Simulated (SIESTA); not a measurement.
Crystal: GePt.

```
Pt Ge
1.0
     5.71900    0.00000    0.00000
     0.00000    3.69700    0.00000
     0.00000    0.00000    6.08400
Pt Ge
4 4
Direct
  0.00050 0.75000 0.80920
  0.49950 0.25000 0.30920
  0.50050 0.75000 0.69080
  0.99950 0.25000 0.19080
  0.81500 0.75000 0.41000
  0.68500 0.25000 0.91000
  0.31500 0.75000 0.09000
  0.18500 0.25000 0.59000
```

```yaml
Program: SIESTA 5.4.2
Task: single point
Functional: PBEsol
Potentials_or_basis: PseudoDojo 0.4 standard (PBEsol files)
Basis: DZP (energy shift 0.003 Ry; two zetas on semicore shells)
Grid_cutoff: 800 Ry
Energy_shift: 0.003 Ry
k_mesh: 5 × 7 × 5
Occupations: fermi-dirac, width 0.05 eV
Spin: no spin polarisation
```

On this cell: pressure 4.5 GPa; largest force 0.177 eV/Å; band gap on the k mesh none (metal or under the smearing width).

The same run follows on a disturbed copy (atoms moved at random, drawn with an rms of 0.05 Å):

```
CELL_PARAMETERS angstrom
5.71900 0.00000 0.00000
0.00000 3.69700 0.00000
0.00000 0.00000 6.08400
ATOMIC_POSITIONS crystal
Pt 0.00634 0.74859 0.81038
Pt 0.49974 0.25014 0.29966
Pt 0.49797 0.74044 0.69246
Pt 0.00313 0.24852 0.19734
Ge 0.81315 0.75720 0.41112
Ge 0.68678 0.23849 0.90935
Ge 0.30610 0.74926 0.08989
Ge 0.18359 0.25701 0.58749
```

**Question.** What changes?

**Answer.** The energy (extrapolated to zero smearing) moves by +10.3 meV/atom; pressure 5.2 GPa; largest force 0.862 eV/Å; band gap on the k mesh none (metal or under the smearing width).

Forces on the atoms (eV/Å):
```
Pt  -0.847  0.145 -0.071
Pt   0.199  0.001  0.534
Pt   0.138  0.096 -0.369
Pt  -0.220  0.181 -0.480
Ge  -0.166 -0.284  0.063
Ge   0.009  0.194  0.048
Ge   0.674  0.004  0.224
Ge   0.213 -0.338  0.051
```

Stress tensor (GPa, compression positive):
```
5.79 0.09 0.47
0.09 4.83 0.23
0.47 0.23 4.86
```

Caveats: short orbitals over semicore shells can move pressures by several GPa; the basis of atomic orbitals isn't converged, which shifts pressures, moduli and gaps.
